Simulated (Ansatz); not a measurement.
# ZnCu2SnS4: the band gap up the ladder of functionals

An exercise on one series of results from a longer session: the logs are not shown, and one member is left open.

The runs shown are made with Ansatz 0.2.0. PAW datasets, plane waves. Spin-unpolarised throughout; all numbers are computed.

## The system as given

The cell was relaxed beforehand with r2SCAN.

Space group I-4 (No. 82), tetragonal; conventional cell a = 5.414 Å, c = 10.822 Å, 19.83 Å³ an atom. Near Zn stand 4 S at 2.34 Å; near Cu stand 4 S at 2.30 Å; near Sn stand 4 S at 2.44 Å; near S stand 2 Cu at 2.30 Å and 1 Zn at 2.34 Å and 1 Sn at 2.44 Å.

The structure in full:

```cif
data_structure
_symmetry_space_group_name_H-M 'I-4'
_symmetry_Int_Tables_number 82
_cell_length_a 5.4140
_cell_length_b 5.4140
_cell_length_c 10.8222
_cell_angle_alpha 90.000
_cell_angle_beta 90.000
_cell_angle_gamma 90.000
_cell_volume 317.22
loop_
_atom_site_label
_atom_site_type_symbol
_atom_site_symmetry_multiplicity
_atom_site_Wyckoff_symbol
_atom_site_fract_x
_atom_site_fract_y
_atom_site_fract_z
_atom_site_occupancy
Zn1 Zn 2 d 0.50000 0.00000 0.25000 1
Cu1 Cu 2 a 0.00000 0.00000 0.00000 1
Cu2 Cu 2 c 0.00000 0.50000 0.25000 1
Sn1 Sn 2 b 0.50000 0.50000 0.00000 1
S1 S 8 g 0.76429 0.24217 0.12913 1
```

The first run:

input.yaml reads:

```yaml
crystal:
  lattice:
    - [-2.7070239496, 2.7070239496, 5.4111011227]
    - [2.7070239496, -2.7070239496, 5.4111011227]
    - [2.7070239496, 2.7070239496, -5.4111011227]
  atoms:
    - { symbol: Zn, position: [0.25, 0.75, 0.5] }
    - { symbol: Cu, position: [0.0, 0.0, 0.0] }
    - { symbol: Cu, position: [0.75, 0.25, 0.5] }
    - { symbol: Sn, position: [0.5, 0.5, 0.0] }
    - { symbol: S, position: [0.3713035236, 0.8934250857, 1.0064641691] }
    - { symbol: S, position: [0.1065749143, 0.1130390835, 0.4778784379] }
    - { symbol: S, position: [0.8869609165, 0.3648393545, -0.0064641691] }
    - { symbol: S, position: [0.6351606455, 0.6286964764, 0.5221215621] }
kpoints:
  mp_grid: { grid: [6, 6, 6] }
  band_path:
    path:
      - [[0.0, 0.0, 0.0], [-1.453643499083e-17, 1.453643499083e-17, 0.5], [0.25, 0.25, 0.25], [1.360609644963e-17, 0.5, -1.360609644963e-17], [0.0, 0.0, 0.0], [0.5, 0.5, -0.5], [0.3125680910146, 0.6874319089854, -0.3125680910146]]
      - [[-0.3125680910146, 0.3125680910146, 0.3125680910146], [0.0, 0.0, 0.0]]
      - [[-1.453643499083e-17, 1.453643499083e-17, 0.5], [-0.1251361820292, 0.1251361820292, 0.5]]
      - [[0.5, 0.5, -0.1251361820292], [0.5, 0.5, -0.5]]
    npoints: 10
hamiltonian:
  xc: pbe
scf:
  occupations: { method: fermi_dirac, width: 0.02 }
  n_extra_bands: 6
output:
  forces: true
  stress: true
  eigenvalues: true
```

Command:

```
$ ansatz run input.yaml --threads 8 --pin off --max-ram 20275MiB --backend cpu --events-out ev --progress --plain --runs-dir out
```

Among the steps run: PBE band path; Single point with r2SCAN; Single point with HSE06; PBE+SOC; PBE0; LDA; DDH-PBE0 at the same geometry; Single point with r2SCAN0.

One of the session's tables, all rows but one given; the rest of the session is left out.

```
   level  gap (eV)
     PBE      0.18
  r2SCAN      0.47
   HSE06         ?
 PBE+SOC      0.18
    PBE0      1.97
     LDA      0.08
DDH-PBE0      0.74
 r2SCAN0      2.19
```

**Question.** Estimate the row for HSE06.

The run gave: gap (eV): 1.31. In the column «gap (eV)» it lies between DDH-PBE0 (0.74) and PBE0 (1.97).

Meshes: PBE 6×6×6, r2SCAN 6×6×6, HSE06 4×4×4, PBE+SOC 6×6×6, PBE0 4×4×4, LDA 6×6×6, DDH-PBE0 4×4×4, r2SCAN0 4×4×4

LDA gives the least gap, 0.08 eV, and r2SCAN0 the largest, 2.19 eV. Against HSE06, PBE is short by 1.13 eV, at 14 % of it, and r2SCAN 36 %. PBE0 lies 0.65 eV above HSE06, which differs from it by screening the long-range exchange.

To keep in mind: Warnings in the runs' records: stress scf threshold loose, stress exchange threshold loose.
